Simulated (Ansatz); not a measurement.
# An added Pb started as a split pair with a Pb atom in rocksalt PbS, 65 atoms, charge +2

All numbers come from Ansatz (PAW, plane waves, no spin–orbit coupling) at the single k point (¼, ¼, ¼) without its symmetry partners. The atoms were relaxed with PBEsol in a fixed cell; other functionals are single points on those atoms unless said otherwise. The valence top and gap of the host come from its small cell on a dense mesh, with the band extrema sought between the mesh points, lined up by the mean potential, PBEsol gap 0.19 eV, HSE06 gap 0.71 eV. The charge correction uses an assumed dielectric constant of 170.

Relaxed structure:

```
CELL_PARAMETERS angstrom
11.80000 0.00000 0.00000
0.00000 11.80000 0.00000
0.00000 0.00000 11.80000
ATOMIC_POSITIONS crystal
S 0.24789 0.99828 0.00132
S 0.24998 0.99706 0.50128
S 0.24825 0.49843 0.00178
S 0.24643 0.49583 0.50330
S 0.74785 0.99706 0.00367
S 0.75159 0.00115 0.50527
S 0.74978 0.49583 0.00033
S 0.75967 0.48783 0.51353
S 0.99812 0.24805 0.00132
S 0.99690 0.25014 0.50128
S 0.99690 0.74801 0.00367
S 0.00099 0.75175 0.50527
S 0.49828 0.24840 0.00178
S 0.49567 0.24659 0.50329
S 0.49567 0.74993 0.00033
S 0.48767 0.75984 0.51353
S 0.99740 0.99755 0.25313
S 0.99923 0.99940 0.75279
S 0.99915 0.49622 0.24969
S 0.99717 0.49974 0.75097
S 0.49606 0.99931 0.24968
S 0.49958 0.99733 0.75097
S 0.48712 0.48728 0.24062
S 0.49587 0.49603 0.75285
S 0.24826 0.24842 0.25163
S 0.24782 0.24798 0.75150
S 0.24654 0.74989 0.24939
S 0.24980 0.74794 0.75065
S 0.74973 0.24670 0.24939
S 0.74777 0.24996 0.75065
S 0.75941 0.75957 0.24187
S 0.75141 0.75158 0.75497
Pb 0.99848 0.99865 0.00157
Pb 0.00328 0.00345 0.50316
Pb 0.00160 0.49661 0.99726
Pb 0.99748 0.49744 0.50233
Pb 0.49644 0.00176 0.99726
Pb 0.49727 0.99764 0.50233
Pb 0.49585 0.49601 0.00242
Pb 0.47312 0.47329 0.52563
Pb 0.24677 0.24693 0.00007
Pb 0.24318 0.24335 0.50159
Pb 0.24316 0.74837 0.99695
Pb 0.24909 0.74886 0.50228
Pb 0.74820 0.24333 0.99695
Pb 0.74869 0.24926 0.50228
Pb 0.74861 0.74878 0.00307
Pb 0.77429 0.77446 0.52822
Pb 0.24376 0.00181 0.24990
Pb 0.24799 0.99866 0.75195
Pb 0.24886 0.49621 0.24946
Pb 0.24341 0.49657 0.75526
Pb 0.74887 0.99767 0.25094
Pb 0.74962 0.00325 0.75697
Pb 0.77170 0.47362 0.22712
Pb 0.74861 0.49729 0.75134
Pb 0.00165 0.24393 0.24990
Pb 0.99850 0.24816 0.75194
Pb 0.99751 0.74904 0.25094
Pb 0.00308 0.74980 0.75698
Pb 0.49605 0.24902 0.24946
Pb 0.49640 0.24358 0.75526
Pb 0.47345 0.77186 0.22712
Pb 0.49712 0.74877 0.75134
Pb 0.62405 0.62422 0.37856
```

Chemical potentials μ are those of reference phases of the elements at zero temperature by the same functional (the usual solids, diamond for C, grey Sn, and the molecules H2, N2, O2, F2, Cl2, Br2 and S8).

```csv
functional,E(defect) − E(host) − Σ nμ + q·E_VBM (eV),monopole (eV),alignment (eV),formation energy at E_F = VBM (eV),moment (μB),"wall time, shared host"
PBEsol,1.49,0.04,0.09,1.62,0 (no spin),37 s on NVIDIA H100 (relaxation)
HSE06,1.59,0.04,0.10,1.73,0 (no spin),75 s on NVIDIA H100
```

Task: How does the monopole term follow by hand for this cubic cell?

Result: q²·α·e²/(4πε₀)/(2εL) with the Madelung constant α = 2.837 and e²/4πε₀ = 14.40 eV·Å: 4 × 2.837 × 14.40 / (2 × 170 × 11.800) = 0.04 eV.

HSE06 one-electron levels near the gap (the ten most localised at most), from the host's valence top, not corrected for the charge's images:

```
level (eV)  spin  filling  atoms sharing it  element of the atom with most weight
     -0.29  both     2.00              45.4                                spread
```

All elements are taken at their own reference at once; growth conditions in equilibrium with the host shift these energies, by up to the host's formation enthalpy.

One k point and a cell of this size can leave errors of several tenths of an eV in such numbers.
